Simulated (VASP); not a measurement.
## Pt under changes of volume

One of the cells (15.522 Å³/atom); the others are scaled copies at fixed shape and fractional positions:

```
Pt
1.0
    -1.57142    1.57142    1.57142
     1.57142   -1.57142    1.57142
     1.57142    1.57142   -1.57142
Pt
1
Direct
  0.00000 0.00000 0.00000
```

This isn't the form of Pt at room conditions, which is fcc.

```yaml
Program: VASP 6.6.1
Functional: r2SCAN
Potentials_or_basis: VASP PAW PBE potentials, release 64 (Pt)
Cutoff: 520 eV
k_mesh: 10 × 10 × 10
Occupations: fermi-dirac, width 0.05 eV
Spin: no spin polarisation
```

```tsv
volume (Å³/atom)	energy over the lowest point (meV/atom)	pressure (GPa)
14.901	21.70	11.8
15.211	5.09	5.5
15.522	0.00	-0.1
15.832	5.08	-5.0
16.142	?	?
```

Problem. What does the run at 16.142 Å³/atom give?

Solution. Energy over the lowest point 19.07 meV/atom; pressure -9.3 GPa.

Worked out: A Birch-Murnaghan fit of order 2 (a polynomial in V^(-2/3)) to the other rows has its minimum at 15.52 Å³/atom with B0 = V·E''(V) = 266 GPa. It gives 19.55 meV/atom at 16.142 Å³/atom, against the run's 19.07, and -dE/dV = -9.7 GPa, against -9.3.

Energies are extrapolated to zero smearing.

Caveats: the PAW data sets were made with another functional, which shifts forces and pressure a little.
